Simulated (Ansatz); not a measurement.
**Residual resistivity of an alloy: Nb(100) with 4 layers of random Nb-Ag, 2x2**

Aim: the residual resistivity of a random alloy, from Nb(100) with 4 layers of random Nb-Ag, 2x2 and longer regions.

Main program and level: Ansatz 0.2.0; Ansatz plane-wave DFT, PBE, PAW files; ballistic transport by layer matching (Landauer), zero bias; PAW set soft_1.

### Step 1. Set-up

The cell holds 56 atoms: 52 Nb and 4 Ag. Cell: a = 6.613 Å, b = 6.613 Å, c = 23.144 Å, α = 90.0°, β = 90.0°, γ = 90.0°. It derives from Nb. Regions: lead, 40 atoms (40 Nb); scattering region, 16 atoms (4 Ag and 12 Nb). The structure is stacked along c, and the current runs across the ab planes.

### Step 2. With 4 alloy layers

In 4 layers a share of 0.25 of the sites is given to Ag at random. The layers about the cell's end stay perfect and serve as the lead. Disorder leaves little or no symmetry, which makes such runs dear. Energies from -0.05 to 0.05 eV in steps of 0.05 eV are too few for the program's thermal sum, so it prints no conductance; for a metal the transmission near the Fermi level serves, at a fraction of the cost.

Contents of input.yaml:

```yaml
crystal:
  lattice:
    - [6.6126, 0.0, 0.0]
    - [0.0, 6.6126, 0.0]
    - [0.0, 0.0, 23.1441]
  atoms:
    - { symbol: Nb, position: [0.0, 0.0, 0.0357142857] }
    - { symbol: Nb, position: [0.0, 0.5, 0.0357142857] }
    - { symbol: Nb, position: [0.5, 0.0, 0.0357142857] }
    - { symbol: Nb, position: [0.5, 0.5, 0.0357142857] }
    - { symbol: Nb, position: [0.25, 0.25, 0.1071428571] }
    - { symbol: Nb, position: [0.25, 0.75, 0.1071428571] }
    - { symbol: Nb, position: [0.75, 0.25, 0.1071428571] }
    - { symbol: Nb, position: [0.75, 0.75, 0.1071428571] }
    - { symbol: Nb, position: [0.0, 0.0, 0.1785714286] }
    - { symbol: Nb, position: [0.0, 0.5, 0.1785714286] }
    - { symbol: Nb, position: [0.5, 0.0, 0.1785714286] }
    - { symbol: Nb, position: [0.5, 0.5, 0.1785714286] }
    - { symbol: Nb, position: [0.25, 0.25, 0.25] }
    - { symbol: Nb, position: [0.25, 0.75, 0.25] }
    - { symbol: Nb, position: [0.75, 0.25, 0.25] }
    - { symbol: Nb, position: [0.75, 0.75, 0.25] }
    - { symbol: Nb, position: [0.0, 0.0, 0.3214285714] }
    - { symbol: Nb, position: [0.0, 0.5, 0.3214285714] }
    - { symbol: Nb, position: [0.5, 0.0, 0.3214285714] }
    - { symbol: Nb, position: [0.5, 0.5, 0.3214285714] }
    - { symbol: Ag, position: [0.25, 0.25, 0.3928571429] }
    - { symbol: Nb, position: [0.25, 0.75, 0.3928571429] }
    - { symbol: Nb, position: [0.75, 0.25, 0.3928571429] }
    - { symbol: Nb, position: [0.75, 0.75, 0.3928571429] }
    - { symbol: Nb, position: [0.0, 0.0, 0.4642857143] }
    - { symbol: Nb, position: [0.0, 0.5, 0.4642857143] }
    - { symbol: Ag, position: [0.5, 0.0, 0.4642857143] }
    - { symbol: Nb, position: [0.5, 0.5, 0.4642857143] }
    - { symbol: Nb, position: [0.25, 0.25, 0.5357142857] }
    - { symbol: Nb, position: [0.25, 0.75, 0.5357142857] }
    - { symbol: Nb, position: [0.75, 0.25, 0.5357142857] }
    - { symbol: Nb, position: [0.75, 0.75, 0.5357142857] }
    - { symbol: Ag, position: [0.0, 0.0, 0.6071428571] }
    - { symbol: Nb, position: [0.0, 0.5, 0.6071428571] }
    - { symbol: Nb, position: [0.5, 0.0, 0.6071428571] }
    - { symbol: Ag, position: [0.5, 0.5, 0.6071428571] }
    - { symbol: Nb, position: [0.25, 0.25, 0.6785714286] }
    - { symbol: Nb, position: [0.25, 0.75, 0.6785714286] }
    - { symbol: Nb, position: [0.75, 0.25, 0.6785714286] }
    - { symbol: Nb, position: [0.75, 0.75, 0.6785714286] }
    - { symbol: Nb, position: [0.0, 0.0, 0.75] }
    - { symbol: Nb, position: [0.0, 0.5, 0.75] }
    - { symbol: Nb, position: [0.5, 0.0, 0.75] }
    - { symbol: Nb, position: [0.5, 0.5, 0.75] }
    - { symbol: Nb, position: [0.25, 0.25, 0.8214285714] }
    - { symbol: Nb, position: [0.25, 0.75, 0.8214285714] }
    - { symbol: Nb, position: [0.75, 0.25, 0.8214285714] }
    - { symbol: Nb, position: [0.75, 0.75, 0.8214285714] }
    - { symbol: Nb, position: [0.0, 0.0, 0.8928571429] }
    - { symbol: Nb, position: [0.0, 0.5, 0.8928571429] }
    - { symbol: Nb, position: [0.5, 0.0, 0.8928571429] }
    - { symbol: Nb, position: [0.5, 0.5, 0.8928571429] }
    - { symbol: Nb, position: [0.25, 0.25, 0.9642857143] }
    - { symbol: Nb, position: [0.25, 0.75, 0.9642857143] }
    - { symbol: Nb, position: [0.75, 0.25, 0.9642857143] }
    - { symbol: Nb, position: [0.75, 0.75, 0.9642857143] }
kpoints:
  mp_grid: { grid: [4, 4, 1] }
hamiltonian:
  xc: pbe
  pseudopotentials: { kind: paw, azcp: { folder: soft_1 } }
scf:
  occupations: { method: fermi_dirac, width: 0.1 }
output:
  transmission: { leads: [[0, 4]], kmesh: [8, 8], e_range: [-0.05, 0.05], de: 0.05 }
  write_potential: true
  write_density: true
  volumetric_format: npy
```

Started as:

```
ansatz run input.yaml --threads 4 --pin off --max-ram 15360MiB --backend cpu --events-out ev --progress --plain --runs-dir out
```

Numbers of over 12 decimals in the logs are rounded to 6 here.

Log:

```text
Engine: ansatz 0.2.0, aarch64-unknown-linux-gnu
Pseudopotentials: kind: paw
Pseudopotential: Nb, paw, valence charge 13, recommended cutoff 420 eV (normal), soft_1/Nb.paw.azcp
Pseudopotential: Ag, paw, valence charge 19, recommended cutoff 420 eV (normal), soft_1/Ag.paw.azcp
Functional definition: PBE
  parameter kappa = 0.804
  parameter beta = 0.066725
  exchange = pbe_x(kappa = kappa, mu = beta*pi^2/3)
  correlation = pbe_c(beta = beta)
Crystal: 56 atoms, lattice volume = 1012.010 Å³
Basis set: ecut = 420 eV, 19757 PW (Γ)
Bands: 452, of which v1, the nominal top of the filled ones, is band 376 counted from 1 (375 counted from 0)
Symmetry: 2 space group operations
Space group: Cm (ITA 8), of the structure as read, at distance tolerance 1.0e-4 Å
k-points: 7 of 16 (time reversal used)
Non-local potential: Nb, projectors of the file, l = 0: 3, l = 1: 2, l = 2: 2, l = 3: 1
Non-local potential: Ag, projectors of the file, l = 0: 3, l = 1: 2, l = 2: 2, l = 3: 1
PAW form: soft (Blöchl's): semilocal exchange-correlation on the pseudo side does not see the compensation charge
PAW one-centre angular grid: Nb, 590 points (default); XC on 64 Gauss nodes
PAW one-centre angular grid: Ag, 590 points (default); XC on 64 Gauss nodes
Initial density: superposition of atomic densities (chi_scale 0.1, normalization cell, long waves of neutral atoms (reshape's long-wave potential 2.77 eV rms, cloud 3.09 Å wide))
Initial wavefunctions: pseudopotential atomic-orbital guess
Functional: x = pbe(κ = 0.804, μ = 0.219515), c = pbe(β = 0.066725)
SCF iter   1: F=—  HF=-267143.234730 eV  |F-HF|=—  |Δ(HF+E_count)|=         —  Δρ=1.79e-1  dr2=1.84e3  ethr=3.10e-3  ⟨swp⟩=6.0  Hψ=10826  notcnv=0
preconditioner: auto → Kerker (q_TF=auto, 2.597 Å⁻¹)  [metal: Δε(μ)=0.001 eV  Ē_g=3.932 eV  σ=0.100 eV  W_gap=0.00  n_scr=294 (ndim 8)  ℏωp=20.4 eV  f_vac=0.000  D(μ)=45.44/eV (n_scr^D=364)]
SCF iter   2: F=—  HF=-267101.562569 eV  |F-HF|=—  |Δ(HF+E_count)|=    4.17e1  Δρ=9.20e-2  dr2=6.24e2  ethr=3.10e-3  ⟨swp⟩=3.0  Hψ=7417  notcnv=0  defer=17
SCF iter   3: F=—  HF=-267083.980623 eV  |F-HF|=—  |Δ(HF+E_count)|=    1.76e1  Δρ=2.65e-2  dr2=2.12e1  ethr=3.10e-3  ⟨swp⟩=5.3  Hψ=9855  notcnv=0  defer=14
SCF iter   4: F=—  HF=-267081.428986 eV  |F-HF|=—  |Δ(HF+E_count)|=    2.55e0  Δρ=9.50e-3  dr2=5.06e0  ethr=2.82e-3  ⟨swp⟩=3.0  Hψ=4916  notcnv=0  defer=12
SCF iter   5: F=—  HF=-267080.667533 eV  |F-HF|=—  |Δ(HF+E_count)|=   7.61e-1  Δρ=2.98e-3  dr2=1.40e0  ethr=6.72e-4  ⟨swp⟩=3.7  Hψ=5125  notcnv=0  defer=1
SCF iter   6: F=—  HF=-267080.639730 eV  |F-HF|=—  |Δ(HF+E_count)|=   2.78e-2  Δρ=1.15e-3  dr2=5.84e-2  ethr=1.87e-4  ⟨swp⟩=1.4  Hψ=3439  notcnv=0  defer=1
SCF iter   7: F=—  HF=-267080.632449 eV  |F-HF|=—  |Δ(HF+E_count)|=   7.28e-3  Δρ=3.59e-4  dr2=5.46e-3  ethr=7.77e-6  ⟨swp⟩=2.0  Hψ=4166  notcnv=0  defer=1
SCF iter   8: F=—  HF=-267080.632021 eV  |F-HF|=—  |Δ(HF+E_count)|=   4.29e-4  Δρ=1.05e-4  dr2=2.25e-4  ethr=7.26e-7  ⟨swp⟩=2.7  Hψ=6576  notcnv=0  defer=1
SCF iter   9: F=—  HF=-267080.631998 eV  |F-HF|=—  |Δ(HF+E_count)|=   2.24e-5  Δρ=3.23e-5  dr2=2.26e-5  ethr=3.00e-8  ⟨swp⟩=2.0  Hψ=5904  notcnv=0  defer=1
SCF iter  10: F=—  HF=-267080.631317 eV  |F-HF|=—  |Δ(HF+E_count)|=   6.82e-4  Δρ=6.50e-6  dr2=1.88e-6  ethr=3.00e-9  ⟨swp⟩=2.0  Hψ=5563  notcnv=0  defer=1
SCF iter  11: F=-267080.631316 eV  HF=-267080.631316 eV  |F-HF|=4.07e-8  |Δ(HF+E_count)|=   1.25e-7  Δρ=1.41e-6  dr2=5.08e-8  ethr=1.33e-11  ⟨swp⟩=8.6  Hψ=13421  notcnv=0
SCF 1 converged in 11 iterations: F = -267080.631316 eV  dr2 = 5.08e-8
  greatest PAW one-centre occupation: 1.002 electrons in one spin orbital (limit 2), on the Ag atom at site 35 (counted from 0), in its partial waves of l = 0
transmission: 90 of 882 steps passed
transmission: 180 of 882 steps passed
[...]
transmission: 882 of 882 steps passed
SCF converged after 11 iterations
Free energy (F): -267080.631316 eV
Harris-Foulkes:  -267080.631316 eV  (|F-HF|=4.07e-8)
Internal energy: -267078.385565 eV  (E = F + TS)
E sigma→0 (E₀):  -267079.508441 eV
Entropy (-TS):   -2.245751 eV (-40.103 meV/atom)
Fermi energy:    17.725574 eV
--- Per-component energies (eV) ---
  E_band       = -4568.406679
  E_kinetic    = 21264.556200
  E_local      = -45551.806550  (includes V_loc(G=0)·N_el)
  E_nonlocal   = 5056.864294
  E_hartree    = 17006.472154
  E_xc         = -9257.873139
  E_vxc        = -11244.617883  (∫ρ·V_xc dr)
  E_paw        = -176084.324391  (= ΣΔE_a)
  E_vpaw       = -8106.354098  (= ΣTr[D̂ρ^β])
  E_aug_tail   = 0.003318  (compensation charges beyond the density's cutoff)
  E_ewald      = -79512.277450
  E_smearing   = -2.245751  (= −TS)
  E_closure    = -0.000000  (closes the sum)
  Σ components = -267080.631316   (vs F -267080.631316, Δ=0.00e0)
--- Band table (eV; the first three rows and the last of 7) ---
  k-point 0: bands = [... 372 lower, 18.0453, 18.0641, 18.0647, 18.0888, 18.1442, 18.1557, 18.1855, 18.2179, ... 72 higher]
  k-point 1: bands = [... 372 lower, 17.8397, 17.8656, 17.9073, 17.9508, 17.9877, 18.0023, 18.0581, 18.0937, ... 72 higher]
  k-point 2: bands = [... 372 lower, 17.6397, 17.6492, 17.6641, 17.6939, 17.7153, 17.7449, 17.7558, 17.7746, ... 72 higher]
  k-point 6: bands = [... 372 lower, 17.0978, 17.1156, 17.1354, 17.1485, 17.1781, 17.1928, 17.2206, 17.2299, ... 72 higher]
--- Transmission ---
  basis      : 385 plane waves across, 42 finite elements along
  points     : 21, standing for a mesh of 8 x 8
  energies   : 3 from -0.050000 to 0.050000 eV about the Fermi level, 0.050000 eV apart; the leads are filled to 0.000000 eV, and channels, transmission and decay are at 0.000000 eV
  crystal 0  : Nb4, at the sites [0, 4], period 1.6531 Å, over 16.53 Å; its Hamiltonian steps by up to 13.9 meV
    offset         : up to 0.0000 Å between an atom of the period and one for which it stands
    channels       : 1.073438e1 a spin
    conductance    : none, the energies end too early or step too widely for 300 K: set another output.transmission.e_range or a lower de, or, where they end at an eighth of basis.ecutwfc, a higher one
  junction   : crystal 0 to crystal 0, 0.70 to 22.19 Å
    transmission   : 4.071259e0 a spin
    conductance    : none, the energies end too early or step too widely for 300 K: set another output.transmission.e_range or a lower de, or, where they end at an eighth of basis.ecutwfc, a higher one
```

Elapsed: 13 min, on 4 threads of Arm Neoverse V1, shared host; peak memory 8.3 GiB.

In the SCF lines HF is the Harris–Foulkes energy and dr2 the Hartree energy of the density residual, in eV; the loop may stop once dr2 is under the threshold and the program's other checks hold. Hψ counts applications of the Hamiltonian.

This step gave:

| Property | Result |
| --- | --- |
| free energy | -267080.6313 eV |
| energy at zero smearing | -267079.5084 eV |
| Fermi energy | 17.73 eV |
| cell area | 43.73 Å² |
| transmission per spin nearest the Fermi level | 4.071 |
| open channels per spin nearest the Fermi level | 10.73 |
| step of the lead's potential | 13.9 meV |

Per spin. Table of transmission, zone mean by energy, zero at the Fermi level:

| energy (eV) | transmission, zone mean |
| --- | --- |
| -0.0500 | 4.26 |
| 0.0000 | 4.07 |
| 0.0500 | 3.93 |

Per spin. Table of open channels, zone mean, lead by energy, zero at the Fermi level:

| energy (eV) | open channels, zone mean, lead |
| --- | --- |
| -0.0500 | 11.7 |
| 0.0000 | 10.7 |
| 0.0500 | 10.4 |

Transmission over k1 and k2. At 0.0000 eV from the Fermi level.

Ten even steps from '_' (1.29) to '@' (5.68):
```
__::++######++::
::++##%%@@%%**++
==##%%@@@@%%%%##
==##@@@@%%@@@@##
==##%%%%@@@@%%##
::++**%%@@%%##++
__::++######++::
____::======::__
```
Columns: k1 (b1) from -0.5 to 0.375; rows upwards: k2 (b2) from -0.5 to 0.375.

Open channels over k1 and k2. At 0.0000 eV from the Fermi level.

Values, 8 rows by 8 columns:
```
 4.0  9.0  9.0 13.0 14.0 13.0  9.0  9.0
10.0  9.0 10.0 12.0 14.0 12.0 10.0  9.0
10.0 13.0 12.0 11.0 11.0 11.0 12.0 13.0
14.0 14.0 14.0 11.0 11.0 11.0 14.0 14.0
10.0 13.0 12.0 11.0 11.0 11.0 12.0 13.0
10.0  9.0 10.0 12.0 14.0 12.0 10.0  9.0
 4.0  9.0  9.0 13.0 14.0 13.0  9.0  9.0
 4.0  4.0 10.0 10.0 14.0 10.0 10.0  4.0
```
Columns: k1 (b1) from -0.5 to 0.375; rows upwards: k2 (b2) from -0.5 to 0.375.

Over the solved energies the transmission per spin lies between 3.93 and 4.26, out of 10.9 channels of the lead on average (up to 11.7).

### Step 3. With 8 alloy layers

In 8 layers a share of 0.25 of the sites is given to Ag at random. A fresh draw is used; the growth of the resistance with length is what counts.

System of this step: Nb(100) with 8 layers of random Nb-Ag, 2x2. The cell holds 72 atoms: 64 Nb and 8 Ag. Cell: a = 6.613 Å, b = 6.613 Å, c = 29.757 Å, α = 90.0°, β = 90.0°, γ = 90.0°. It derives from Nb. Regions: lead, 40 atoms (40 Nb); scattering region, 32 atoms (24 Nb and 8 Ag). The structure is stacked along c, and the current runs across the ab planes.

Contents of input.yaml:

```yaml
crystal:
  lattice:
    - [6.6126, 0.0, 0.0]
    - [0.0, 6.6126, 0.0]
    - [0.0, 0.0, 29.7567]
  atoms:
    - { symbol: Nb, position: [0.0, 0.0, 0.0277777778] }
    - { symbol: Nb, position: [0.0, 0.5, 0.0277777778] }
    - { symbol: Nb, position: [0.5, 0.0, 0.0277777778] }
    - { symbol: Nb, position: [0.5, 0.5, 0.0277777778] }
    - { symbol: Nb, position: [0.25, 0.25, 0.0833333333] }
    - { symbol: Nb, position: [0.25, 0.75, 0.0833333333] }
    - { symbol: Nb, position: [0.75, 0.25, 0.0833333333] }
    - { symbol: Nb, position: [0.75, 0.75, 0.0833333333] }
    - { symbol: Nb, position: [0.0, 0.0, 0.1388888889] }
    - { symbol: Nb, position: [0.0, 0.5, 0.1388888889] }
    - { symbol: Nb, position: [0.5, 0.0, 0.1388888889] }
    - { symbol: Nb, position: [0.5, 0.5, 0.1388888889] }
    - { symbol: Nb, position: [0.25, 0.25, 0.1944444444] }
    - { symbol: Nb, position: [0.25, 0.75, 0.1944444444] }
    - { symbol: Nb, position: [0.75, 0.25, 0.1944444444] }
    - { symbol: Nb, position: [0.75, 0.75, 0.1944444444] }
    - { symbol: Nb, position: [0.0, 0.0, 0.25] }
    - { symbol: Nb, position: [0.0, 0.5, 0.25] }
    - { symbol: Nb, position: [0.5, 0.0, 0.25] }
    - { symbol: Nb, position: [0.5, 0.5, 0.25] }
    - { symbol: Nb, position: [0.25, 0.25, 0.3055555556] }
    - { symbol: Nb, position: [0.25, 0.75, 0.3055555556] }
    - { symbol: Nb, position: [0.75, 0.25, 0.3055555556] }
    - { symbol: Nb, position: [0.75, 0.75, 0.3055555556] }
    - { symbol: Nb, position: [0.0, 0.0, 0.3611111111] }
    - { symbol: Nb, position: [0.0, 0.5, 0.3611111111] }
    - { symbol: Nb, position: [0.5, 0.0, 0.3611111111] }
    - { symbol: Nb, position: [0.5, 0.5, 0.3611111111] }
    - { symbol: Nb, position: [0.25, 0.25, 0.4166666667] }
    - { symbol: Ag, position: [0.25, 0.75, 0.4166666667] }
    - { symbol: Nb, position: [0.75, 0.25, 0.4166666667] }
    - { symbol: Nb, position: [0.75, 0.75, 0.4166666667] }
    - { symbol: Ag, position: [0.0, 0.0, 0.4722222222] }
    - { symbol: Nb, position: [0.0, 0.5, 0.4722222222] }
    - { symbol: Nb, position: [0.5, 0.0, 0.4722222222] }
    - { symbol: Ag, position: [0.5, 0.5, 0.4722222222] }
    - { symbol: Ag, position: [0.25, 0.25, 0.5277777778] }
    - { symbol: Nb, position: [0.25, 0.75, 0.5277777778] }
    - { symbol: Nb, position: [0.75, 0.25, 0.5277777778] }
    - { symbol: Nb, position: [0.75, 0.75, 0.5277777778] }
    - { symbol: Nb, position: [0.0, 0.0, 0.5833333333] }
    - { symbol: Nb, position: [0.0, 0.5, 0.5833333333] }
    - { symbol: Nb, position: [0.5, 0.0, 0.5833333333] }
    - { symbol: Nb, position: [0.5, 0.5, 0.5833333333] }
    - { symbol: Nb, position: [0.25, 0.25, 0.6388888889] }
    - { symbol: Ag, position: [0.25, 0.75, 0.6388888889] }
    - { symbol: Nb, position: [0.75, 0.25, 0.6388888889] }
    - { symbol: Nb, position: [0.75, 0.75, 0.6388888889] }
    - { symbol: Ag, position: [0.0, 0.0, 0.6944444444] }
    - { symbol: Nb, position: [0.0, 0.5, 0.6944444444] }
    - { symbol: Ag, position: [0.5, 0.0, 0.6944444444] }
    - { symbol: Ag, position: [0.5, 0.5, 0.6944444444] }
    - { symbol: Nb, position: [0.25, 0.25, 0.75] }
    - { symbol: Nb, position: [0.25, 0.75, 0.75] }
    - { symbol: Nb, position: [0.75, 0.25, 0.75] }
    - { symbol: Nb, position: [0.75, 0.75, 0.75] }
    - { symbol: Nb, position: [0.0, 0.0, 0.8055555556] }
    - { symbol: Nb, position: [0.0, 0.5, 0.8055555556] }
    - { symbol: Nb, position: [0.5, 0.0, 0.8055555556] }
    - { symbol: Nb, position: [0.5, 0.5, 0.8055555556] }
    - { symbol: Nb, position: [0.25, 0.25, 0.8611111111] }
    - { symbol: Nb, position: [0.25, 0.75, 0.8611111111] }
    - { symbol: Nb, position: [0.75, 0.25, 0.8611111111] }
    - { symbol: Nb, position: [0.75, 0.75, 0.8611111111] }
    - { symbol: Nb, position: [0.0, 0.0, 0.9166666667] }
    - { symbol: Nb, position: [0.0, 0.5, 0.9166666667] }
    - { symbol: Nb, position: [0.5, 0.0, 0.9166666667] }
    - { symbol: Nb, position: [0.5, 0.5, 0.9166666667] }
    - { symbol: Nb, position: [0.25, 0.25, 0.9722222222] }
    - { symbol: Nb, position: [0.25, 0.75, 0.9722222222] }
    - { symbol: Nb, position: [0.75, 0.25, 0.9722222222] }
    - { symbol: Nb, position: [0.75, 0.75, 0.9722222222] }
kpoints:
  mp_grid: { grid: [4, 4, 1] }
hamiltonian:
  xc: pbe
  pseudopotentials: { kind: paw, azcp: { folder: soft_1 } }
scf:
  occupations: { method: fermi_dirac, width: 0.1 }
output:
  transmission: { leads: [[0, 4]], kmesh: [8, 8], e_range: [-0.05, 0.05], de: 0.05 }
  write_potential: true
  write_density: true
  volumetric_format: npy
```

Log:

```text
[...]
Crystal: 72 atoms, lattice volume = 1301.156 Å³
Basis set: ecut = 420 eV, 25467 PW (Γ)
Bands: 591, of which v1, the nominal top of the filled ones, is band 492 counted from 1 (491 counted from 0)
Symmetry: 1 space group operations
[...]
k-points: 10 of 16 (time reversal used)
[...]
SCF iter   1: F=—  HF=-352173.677598 eV  |F-HF|=—  |Δ(HF+E_count)|=         —  Δρ=2.19e-1  dr2=5.75e3  ethr=3.10e-3  ⟨swp⟩=4.2  Hψ=18718  notcnv=0
[...]
SCF iter  13: F=-352068.255601 eV  HF=-352068.255601 eV  |F-HF|=1.15e-8  |Δ(HF+E_count)|=   2.67e-8  Δρ=6.62e-7  dr2=1.34e-8  ethr=1.02e-11  ⟨swp⟩=3.0  Hψ=11124  notcnv=0
SCF 1 converged in 13 iterations: F = -352068.255601 eV  dr2 = 1.34e-8
[...]
transmission: 192 of 1870 steps passed
transmission: 375 of 1870 steps passed
[...]
transmission: 1870 of 1870 steps passed
SCF converged after 13 iterations
Free energy (F): -352068.255601 eV
[...]
Internal energy: -352065.346894 eV  (E = F + TS)
E sigma→0 (E₀):  -352066.801247 eV
Entropy (-TS):   -2.908707 eV (-40.399 meV/atom)
Fermi energy:    17.687996 eV
[...]
--- Band table (eV; the first three rows and the last of 10) ---
  k-point 0: bands = [... 488 lower, 18.0553, 18.0665, 18.0817, 18.0854, 18.1159, 18.1286, 18.1628, 18.1812, ... 95 higher]
  k-point 1: bands = [... 488 lower, 17.8584, 17.8616, 17.8818, 17.8959, 17.9289, 17.9382, 17.9653, 17.9806, ... 95 higher]
  k-point 2: bands = [... 488 lower, 17.6166, 17.6208, 17.6247, 17.6426, 17.6645, 17.6696, 17.6839, 17.7119, ... 95 higher]
  k-point 9: bands = [... 488 lower, 17.0982, 17.1182, 17.1311, 17.1645, 17.1698, 17.1918, 17.2108, 17.2129, ... 95 higher]
--- Transmission ---
  basis      : 385 plane waves across, 55 finite elements along
  points     : 34, standing for a mesh of 8 x 8
[...]
channels       : 1.060938e1 a spin
[...]
junction   : crystal 0 to crystal 0, 2.35 to 30.45 Å
    transmission   : 3.125836e0 a spin
[...]
```

Wall time 30 min (4 threads); peak memory 8.7 GiB; 1.7 h of CPU time.

Numbers from this step:

```yaml
free_energy: -352068.2556 eV
energy_at_zero_smearing: -352066.8012 eV
fermi_energy: 17.69 eV
transmission_per_spin_nearest_the_fermi_level: 3.126
open_channels_per_spin_nearest_the_fermi_level: 10.61
step_of_the_lead_s_potential: 5.7 meV
```

Per spin. Table of transmission, zone mean by energy, zero at the Fermi level:

| energy (eV) | transmission, zone mean |
| --- | --- |
| -0.0500 | 3.24 |
| 0.0000 | 3.13 |
| 0.0500 | 3.06 |

Over the solved energies the transmission per spin lies between 3.06 and 3.24, out of 10.7 channels of the lead on average (up to 11.4).

[end of part 1 of 2]

[Logs are printed without paths, hosts, clocks, repeated set-up lines and the standing remarks that a program may print on its own settings, such as how far it seeks lower states.]

[Hosts, paths, dates, database ids (printed as entryN), source tags and the programs' standing remarks are cut or masked in the printed files.]
